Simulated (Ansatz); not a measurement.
Crystal: CdSe.

```
Cd Se
1.0
     0.00000    3.07027    3.07027
     3.07027    0.00000    3.07027
     3.07027    3.07027    0.00000
Cd Se
1 1
Direct
  0.00000 0.00000 0.00000
  0.25000 0.25000 0.25000
```

Measurements of this composition are mostly on another form, of space group No. 186.

- Program: Ansatz 0.2.0
- Task: relaxation of cell and atoms
- Functional: PBE
- Potentials or basis: all-electron LAPW, relativistic spinors
- Basis error allowed: 0.001 eV/atom
- k mesh: 6 × 6 × 6
- Occupations: fermi-dirac, width 0.05 eV
- Spin: spin-orbit coupling, no magnetisation

At the start: volume 28.94 Å³/atom.

Task: How do energy, volume and symmetry change on relaxing?

Result: Over 4 steps the energy falls by 3.1 meV/atom and the volume is 29.74 Å³/atom (+2.8 %); space group F-43m (No. 216, to 0.05 Å).

The path:
```tsv
step	energy change (eV)	largest force (eV/Å)	volume (Å³)
1	0.0000	0.0000	57.88
2	-0.0057	0.0000	59.89
3	-0.0061	0.0000	59.48
4	-0.0061	0.0000	59.48
```

Final structure:
```yaml
crystal:
  lattice:
    - [0.00000, 3.09821, 3.09821]
    - [3.09821, 0.00000, 3.09821]
    - [3.09821, 3.09821, 0.00000]
  atoms:
    - { symbol: Cd, position: [0.00000, 0.00000, 0.00000] }
    - { symbol: Se, position: [0.25000, 0.25000, 0.25000] }
```
